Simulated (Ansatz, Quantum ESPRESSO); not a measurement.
## AlN (wurtzite): bulk modulus from a few volumes

How stiff is wurtzite AlN under hydrostatic load? Each row relaxes cell and atoms at a set pressure. The real crystal leaves this structure near 21 GPa (arxiv:cond-mat/0301045), so the highest rows describe a metastable cell.

Calculated with Quantum ESPRESSO 7.5, PBEsol, PseudoDojo 0.4.1 norm-conserving potentials, cutoff 1170 eV, Fermi–Dirac smearing 0.02 eV, k-mesh 10×10×6, no spin polarisation, no spin-orbit coupling.

Reference cell, relaxed at zero pressure with PBEsol (P6_3mc): a = 3.1130 Å, b = 3.1130 Å, c = 4.9829 Å, α = 90.00°, β = 90.00°, γ = 120.00°.

```csv
atom,x,y,z
Al,0.3333,0.6667,0.0009
Al,0.6667,0.3333,0.5009
N,0.6667,0.3333,0.1190
N,0.3333,0.6667,0.6190
```

| V (Å³/atom) | V/V0 | P (GPa) | E − E0 (meV/atom) |
| --- | --- | --- | --- |
| 10.6742 | 1.0210 | −3.999 | 2.8 |
| 10.2096 | 0.9765 | 4.992 | 3.8 |
| 9.9885 | 0.9554 | 10.001 | 14.0 |
| 9.7878 | 0.9362 | 15.014 | 29.7 |
| 9.6049 | 0.9187 | 20.008 | 49.6 |

V0 = 10.4551 Å³ an atom, where the residual pressure P0 is −0.002 GPa. **Question.** Fit the Birch–Murnaghan law and give the pressure and the energy at V = 9.2794 Å³ an atom, a row left out above.

With the Eulerian strain f = ½[(V0/V)^(2/3) − 1] and F = (P − P0)/[3f(1 + 2f)^(5/2)], the third-order law is the line F = B0 + (3/2) B0 (B′ − 4) f.

```
       f  F (GPa)
 0.02909   199.08
 0.02247   199.52
 0.01545   199.97
 0.00798   200.42
−0.00687   200.88
```

A straight line through the 5 rows: the means are 0.01362 for f and 199.97 for F, Σ(Δx)² = 0.0007726 and ΣΔxΔy = −0.03893, so the slope is −0.03893/0.0007726 = −50.392 and the intercept 199.97 − (−50.392)(0.01362) = 200.66.

Hence B0 = 200.7 GPa and B′ = 4 + (−50.4)/(1.5 × 200.7) = 3.83. For the withheld volume f = 0.04139, F = 198.57 GPa and P = 30.08 GPa, an extrapolation past the fitted rows. The run itself gives 30.01 GPa, so the estimate misses by 0.07 GPa, more than the largest misfit of the fitted rows (0.01 GPa).

Integrating the same law gives E − E0 = (9/2) B0 V0 f²[1 + (B′ − 4) f] + P0(V0 − V), with 1 GPa Å³ = 6.2415 meV: 100.2 meV an atom. The run itself gives 100.2 meV, so the estimate misses by 0.0 meV, a rounding's worth.

The same fit over all rows at other levels or in other programs gives B0 = 201 GPa with PBEsol (Ansatz) and 202 GPa with PBEsol (Quantum ESPRESSO, GBRV).

[Logs are printed without paths, hosts, clocks, repeated set-up lines and the standing remarks that a program may print on its own settings, such as how far it seeks lower states.]
